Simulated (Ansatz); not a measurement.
**Formation energy of WC-type HfN**

Method: PBE, scalar-relativistic; no spin polarisation; PAW, 420 eV, 14×14×12 k-mesh, Gaussian smearing of 0.05 eV; code Ansatz. The datasets are Ansatz's generated set soft_2.

This is a trial structure; measured cells of the compound in the Crystallography Open Database are in space group Fm-3m (rock salt).

It takes space group P-6m2 (No. 187, hexagonal). The conventional cell has a = 3.099 Å, b = 3.099 Å, c = 2.913 Å, α = 90.00°, β = 90.00°, γ = 120.00°. Hf (site symmetry -6m2) is surrounded by 6 N at 2.31 Å. N (site symmetry -6m2) is surrounded by 6 Hf at 2.31 Å. (Shells end 15 % past the nearest neighbour.)

The elements were computed in their standard states (gases as isolated molecules) with the same datasets, cutoff and functional. Total energies depend on the potentials used, so only differences within one code and one set of settings carry meaning.

Energy of the relaxed cell (2 atoms, smearing extrapolated to zero): -16107.923 eV. Elements, in eV/atom: Hf -15721.362, N -384.013.

Q: What is the formation energy?

A: [-16107.923 − (1 × -15721.362 + 1 × -384.013)] / 2 = -1.27 eV/atom, or -123 kJ per mole of atoms.

The value is for 0 K, without zero-point energy and without any correction for the binding of gas molecules. The functional's error in the binding of N₂ enters directly. A negative value shows stability against the elements alone, not against other compounds or structures.

The calculation's cell holds 31 valence electrons, an odd number. Without magnetic order each band takes two, so one stays part-filled and the crystal must be a metal. (Only strong correlation, outside this picture, could make a Mott insulator of it.) A formal count (Hf⁴⁺, N³⁻) leaves 1 electron a formula unit beyond the anions' closed shells. It goes into the bands above the anion p states, which fits the metal found.

These numbers lack spin–orbit coupling. Spin polarisation wasn't tried.
